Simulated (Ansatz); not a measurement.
**GaP: strong compression**

An exercise on one series of results from a longer session: the logs are not shown, and one member is left open.

Program: Ansatz 0.2.0. Level of theory: DFT r²SCAN, with the methods named in each step. These are calculated values, not measurements.

**Starting point**

The structure is cubic, space group F-43m (No. 216). The conventional cell has a = 5.421 Å, b = 5.421 Å, c = 5.421 Å, α = 90.00°, β = 90.00°, γ = 90.00°. Ga (site symmetry -43m) is surrounded by 4 P at 2.35 Å. P (site symmetry -43m) has 4 Ga at 2.35 Å in its first shell of neighbours.

Structure file:

```
Ga P
1.0
     0.00000    2.71033    2.71033
     2.71033    0.00000    2.71033
     2.71033    2.71033    0.00000
Ga P
1 1
Direct
  0.00000 0.00000 0.00000
  0.25000 0.25000 0.25000
```

Whether this phase is the stable one at these pressures isn't tested.

Atoms are numbered in the order of the input: Ga1, P2.

The first run:

Contents of input.yaml:

```yaml
crystal:
  lattice:
    - [0.0, 2.7103316823, 2.7103316823]
    - [2.7103316823, 0.0, 2.7103316823]
    - [2.7103316823, 2.7103316823, 0.0]
  atoms:
    - { symbol: Ga, position: [0.0, 0.0, 0.0] }
    - { symbol: P, position: [0.25, 0.25, 0.25] }
kpoints:
  mp_grid: { grid: [12, 12, 12] }
scf:
  occupations: { method: fermi_dirac, width: 0.1 }
hamiltonian:
  xc: r2scan
  pseudopotentials: { kind: paw }
output:
  forces: true
  stress: true
relax:
  f_tol: 0.005
  max_steps: 40
  cell: {}
```

On the command line:

```sh
ansatz run input.yaml --threads 1 --pin off --max-ram 2048MiB --backend cpu --events-out ev --progress --plain --runs-dir out
```

Steps of the session up to this table: Cell relaxed at zero pressure, PAW; Volume scaled by 1, PAW; Volume scaled by 0.94, PAW; Volume scaled by 0.88, PAW; Volume scaled by 0.8, PAW; Volume scaled by 0.72, PAW; Volume scaled by 0.64, PAW; Volume scaled by 0.64, PAW (level accurate); Volume scaled by 0.55, PAW; Volume scaled by 0.55, PAW (cutoff 1000 eV).

One of the session's tables, all rows but one given; the rest of the session is left out.

| method | volume over the first | volume (Å³/atom) | pressure (GPa) |
| --- | --- | --- | --- |
| PAW | 1 | ? | ? |
| PAW | 0.94 | 19.032 | 6.23 |
| PAW | 0.88 | 17.817 | 14.82 |
| PAW | 0.8 | 16.198 | 31.63 |
| PAW | 0.72 | 14.578 | 57.93 |
| PAW | 0.64 | 12.958 | 100.10 |
| PAW | 0.55 | 11.136 | 181.74 |
| PAW (cutoff 1000 eV) | 0.55 | 11.136 | 181.72 |
| PAW (level accurate) | 0.64 | 12.958 | 100.12 |

Estimate the missing values for PAW, 1.

**Answer.** volume (Å³/atom): 20.247; pressure (GPa): 0.01. In the column «volume (Å³/atom)» it is the highest.

Limits of these values: Warnings in the runs' records: accurate level unavailable.
